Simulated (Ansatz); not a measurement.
# AgBr: how the settings move a single-point run

How sensitive is a single-point run of AgBr to its settings? A reference run comes first, then five runs with altered input.

Computed with Ansatz 0.2.0 (reference: DFT, HSE06, plane waves, PAW, unless a step's input says otherwise).

1 further run of the same task is left out (it didn't finish).

### 1 Starting point

Symmetry: Fm-3m, No. 225, cubic system. Conventional cell: a = 5.785 Å, b = 5.785 Å, c = 5.785 Å, α = 90.00°, β = 90.00°, γ = 90.00°. Ag (site symmetry m-3m) is surrounded by 6 Br at 2.89 Å. Around Br (site symmetry m-3m) lie 6 Ag at 2.89 Å.

Structure file:

```cif
data_structure
_symmetry_space_group_name_H-M 'P 1'
_symmetry_Int_Tables_number 1
_cell_length_a 4.0909
_cell_length_b 4.0909
_cell_length_c 4.0909
_cell_angle_alpha 60.000
_cell_angle_beta 60.000
_cell_angle_gamma 60.000
_cell_volume 48.41
loop_
_atom_site_label
_atom_site_type_symbol
_atom_site_fract_x
_atom_site_fract_y
_atom_site_fract_z
_atom_site_occupancy
Ag1 Ag 0.00000 0.00000 0.00000 1
Br1 Br 0.50000 0.50000 0.50000 1
```

### 2 Reference

File input.yaml:

```yaml
crystal:
  lattice:
    - [0.0, 2.8927333262, 2.8927333262]
    - [2.8927333262, 0.0, 2.8927333262]
    - [2.8927333262, 2.8927333262, 0.0]
  atoms:
    - { symbol: Ag, position: [0.0, 0.0, 0.0] }
    - { symbol: Br, position: [0.5, 0.5, 0.5] }
kpoints:
  mp_grid: { grid: [4, 4, 4] }
hamiltonian:
  xc: hse06
scf:
  occupations: { method: fixed }
  n_extra_bands: 4
output:
  forces: true
  stress: true
  eigenvalues: true
```

Command:

```sh
ansatz run input.yaml --threads 4 --pin off --max-ram 3686MiB --backend cpu --events-out ev --progress --plain --runs-dir out
```

### 3 Changing settings: mp_grid.grid [6, 6, 6], xc pbesol

Changes to input.yaml since step 2:

```diff
@@ -9,5 +9,5 @@
 kpoints:
-  mp_grid: { grid: [4, 4, 4] }
+  mp_grid: { grid: [6, 6, 6] }
 hamiltonian:
-  xc: hse06
+  xc: pbesol
 scf:
```

### 4 Variant: exchange pbe, correlation pbe, coeff 0.35, omega 0.3

Changes to input.yaml since step 2:

```diff
@@ -11,3 +11,3 @@
 hamiltonian:
-  xc: hse06
+  xc: { exchange: pbe, correlation: pbe, exx: { coeff: 0.35, omega: 0.3 } }
 scf:
```

### 5 Variant: exchange pbe, correlation pbe, coeff 0.3

Changes to input.yaml since step 2:

```diff
@@ -11,3 +11,3 @@
 hamiltonian:
-  xc: hse06
+  xc: { exchange: pbe, correlation: pbe, exx: { coeff: 0.3 } }
 scf:
```

### 6 Variant: singularity wigner_seitz

Changes to input.yaml since step 2:

```diff
@@ -15,2 +15,3 @@
   n_extra_bands: 4
+  exx: { singularity: wigner_seitz }
 output:
```

### 7 Changing settings: exchange pbe, correlation pbe, coeff 0.05, omega 0.3

Changes to input.yaml since step 2:

```diff
@@ -11,3 +11,3 @@
 hamiltonian:
-  xc: hse06
+  xc: { exchange: pbe, correlation: pbe, exx: { coeff: 0.05, omega: 0.3 } }
 scf:
```

What does the calculation give? Wanted: for each run, ending; energy change; pressure; gap; force.

**Answer**, as computed:

```tsv
run	ending	energy change	pressure (GPa)	gap (eV)	force (eV/Å)	cycles	time
reference	converged	-	1.1	2.04	0.00	13	33 s
1: mp_grid.grid [6, 6, 6], xc pbesol	converged	not comparable	-2.6	0.51	0.00	6	2.9 s
2: exchange pbe, correlation pbe, coeff 0.35, omega 0.3	converged	not comparable	1.1	2.32	0.00	16	32 s
3: exchange pbe, correlation pbe, coeff 0.3	converged	not comparable	1.0	3.15	0.00	15	33 s
4: singularity wigner_seitz	converged	-	1.1	2.04	0.00	13	32 s
5: exchange pbe, correlation pbe, coeff 0.05, omega 0.3	converged	not comparable	1.4	0.90	0.00	10	25 s
```

Residual by cycle in the longest SCF loop of each run; runs are numbered as in the table. The quantity is the density residual dr2, in eV.

```tsv
cycle	reference	run 1	run 2	run 3	run 4	run 5
1	0.0403	0.0154	0.0682	0.0421	0.0403	0.0025
2	0.00459	0.00163	0.00775	0.00706	0.00459	3.8e-4
3	0.00164	2.1e-4	0.00316	0.00307	0.00164	5.1e-5
4	1.8e-4	2.6e-5	3.2e-4	3.4e-4	1.8e-4	1.0e-5
5	5.4e-5	3.1e-7	1.4e-4	1.5e-4	5.4e-5	1.1e-7
6	1.8e-6	9.1e-9	5.0e-6	4.4e-6	1.8e-6	3.6e-8
```

What this shows: Of the variants the dearest is «exchange pbe, correlation pbe, coeff 0.3» (33 s), the cheapest «mp_grid.grid [6, 6, 6], xc pbesol» (2.9 s), on a shared host.
